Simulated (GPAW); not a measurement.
Runs of GPAW 26.7.0 on CdS (Hawleyite). Symmetry: F-43m, No. 216, cubic system. The conventional cell has a = 5.833 Å, b = 5.833 Å, c = 5.833 Å, α = 90.00°, β = 90.00°, γ = 90.00°. Cd (site symmetry -43m) has 4 S at 2.53 Å as nearest neighbours. S (site symmetry -43m) is surrounded by 4 Cd at 2.53 Å. 

| task | level | potentials or basis | cell | smearing | band path | band points | optimizer | fmax | max steps | gap on the mesh (eV) | pressure (GPa) | relaxed volume (Å³/atom) |
| --- | --- | --- | --- | --- | --- | --- | --- | --- | --- | --- | --- | --- |
| single point | PBE | GPAW PAW data sets (gpaw-data 1.2.1), pw | as given | gaussian 0.03 eV | - | - | - | - | - | 1.13 | 2.6 | - |
| band structure | r2SCAN | GPAW PAW data sets (gpaw-data 1.2.1), pw | as given | fermi-dirac 0.05 eV | GXWKGLUWLK,UX | 60 | - | - | - | (b) | (c) | - |
| relaxation of cell and atoms | PBEsol+D3(BJ) | PAW data sets generated in the run's folder for this functional, pw | relaxed | fermi-dirac 0.05 eV | - | - | BFGS | 0.02 eV/Å | 40 | 1.06 | 0.1 | (a) |
| single point | PBE | GPAW PAW data sets (gpaw-data 1.2.1), pw | as given | gaussian 0.028 eV | - | - | - | - | - | 1.13 | 2.6 | - |
| single point | PBE | GPAW PAW data sets (gpaw-data 1.2.1), pw | as given | gaussian 0.013 eV | - | - | - | - | - | 1.13 | 2.6 | - |
| single point | PBE | GPAW PAW data sets (gpaw-data 1.2.1), pw | as given | gaussian 0.014 eV | - | - | - | - | - | 1.13 | 2.6 | - |
| single point | PBE | GPAW PAW data sets (gpaw-data 1.2.1), pw | as given | gaussian 0.024 eV | - | - | - | - | - | 1.13 | 2.6 | - |
| single point | PBE | GPAW PAW data sets (gpaw-data 1.2.1), pw | as given | gaussian 0.018 eV | - | - | - | - | - | 1.13 | 2.6 | - |
| single point | PBE | GPAW PAW data sets (gpaw-data 1.2.1), pw | as given | gaussian 0.1 eV | - | - | - | - | - | 1.13 | 2.6 | - |
| relaxation of cell and atoms | RPBE+D4 | the program's PAW data sets (release 1.2.1) made for this functional, pw | relaxed | fermi-dirac 0.05 eV | - | - | BFGS | 0.05 eV/Å | 60 | 1.31 | 0.3 | 24.84 |
| relaxation of cell and atoms | revPBE+D4 | the program's PAW data sets (release 1.2.1) made for this functional, pw | relaxed | fermi-dirac 0.05 eV | - | - | LBFGS | 0.05 eV/Å | 60 | 1.26 | 0.1 | - |
| relaxation of cell and atoms | BLYP+D3(BJ) | PAW data sets generated in the run's folder for this functional, pw | relaxed to 5 GPa | fermi-dirac 0.05 eV | - | - | LBFGS | 0.02 eV/Å | 60 | 1.21 | 5.0 | - |

Alike in all rows: no spin polarisation; k mesh 8 × 8 × 8; cutoff (eV) 600.

Task: Fill in the values left out.

Result: (a) 23.89; (b) 1.56; (c) 1.4.

Caveats: later steps reuse the first step's grids (some runs); the PAW data sets were made with another functional, which shifts forces and pressure a little (some runs); the relaxation stopped at its first step, so nothing moved (some runs).

A k mesh can miss the band edges, and the runs leave out spin-orbit coupling on Cd.
